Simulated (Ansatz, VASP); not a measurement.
**Ru in VASP and in Ansatz**

The input INCAR:

```
SYSTEM = Ru
PREC     = Accurate       ! precision mode
ENCUT    = 520            ! plane-wave cutoff, eV
EDIFF    = 1E-6           ! SCF threshold, eV
ISMEAR   = 0              ! smearing method
SIGMA    = 0.15           ! smearing width, eV
LREAL    = .FALSE.        ! projectors in reciprocal space
LASPH    = .TRUE.         ! aspherical terms in the spheres
NELM     = 100            ! most SCF steps
ALGO     = Normal         ! electronic algorithm
ISIF     = 2              ! what is computed and relaxed
LWAVE    = .FALSE.        ! write WAVECAR
LCHARG   = .FALSE.        ! write CHGCAR
GGA      = PS             ! functional
NBANDS   = 21             ! bands
```

Contents of KPOINTS:

```
Automatic mesh
0
G
  18 18 10
  0 0 0
```

POSCAR

```
Ru
1.0
    2.7273000000      0.0000000000      0.0000000000
   -1.3636500000      2.3619110838      0.0000000000
    0.0000000000      0.0000000000      4.2523798375
Ru
2
Direct
    0.3333333333      0.6666666667      0.2500000000
    0.6666666667      0.3333333333      0.7500000000
```

Input for Ansatz:

```yaml
crystal:
  lattice:
    - [2.7273, 0.0, 0.0]
    - [-1.36365, 2.3619110838, 0.0]
    - [0.0, 0.0, 4.2523798375]
  atoms:
    - { symbol: Ru, position: [0.3333333333, 0.6666666667, 0.25] }
    - { symbol: Ru, position: [0.6666666667, 0.3333333333, 0.75] }
basis:
  ecutwfc: 420
kpoints:
  mp_grid: { grid: [18, 18, 10] }
hamiltonian:
  xc: pbesol
  pseudopotentials: { kind: paw, azcp: { folder: soft_1 } }
scf:
  occupations: { method: gaussian, width: 0.15 }
output:
  forces: true
  stress: true
  eigenvalues: true
```

Alike in both runs: task single point; functional PBEsol; k mesh 18 × 18 × 10; occupations gaussian, width 0.15 eV; no spin polarisation.

|  | VASP | Ansatz |
| --- | --- | --- |
| version | VASP 6.6.1 | Ansatz 0.2.0 |
| potentials or method | VASP PAW PBE potentials, release 64 (Ru_pv) | scalar-relativistic, plane waves, PAW |
| plane-wave cutoff (eV) | 520 | 420 |
| valence electrons in the cell | 28 | 32 |

|  | VASP | Ansatz | Ansatz less VASP |
| --- | --- | --- | --- |
| gap on the k mesh at the Fermi level (eV) | none | none | - |
| pressure (GPa) | -8.8 | -8.8 | +0.08 |
| largest component of the traceless stress (GPa) | 3.52 | 3.54 | +0.020 |

A gap of «none» marks a metal or a gap that the smearing closes. With one functional, cell and mesh, what is left measures potentials, basis and numerics. The two sets of potentials don't hold the same shells in valence. Ansatz warned: «pseudo_functional_mismatch».

Caveats: the PAW data sets were made with another functional, which shifts forces and pressure a little (VASP).
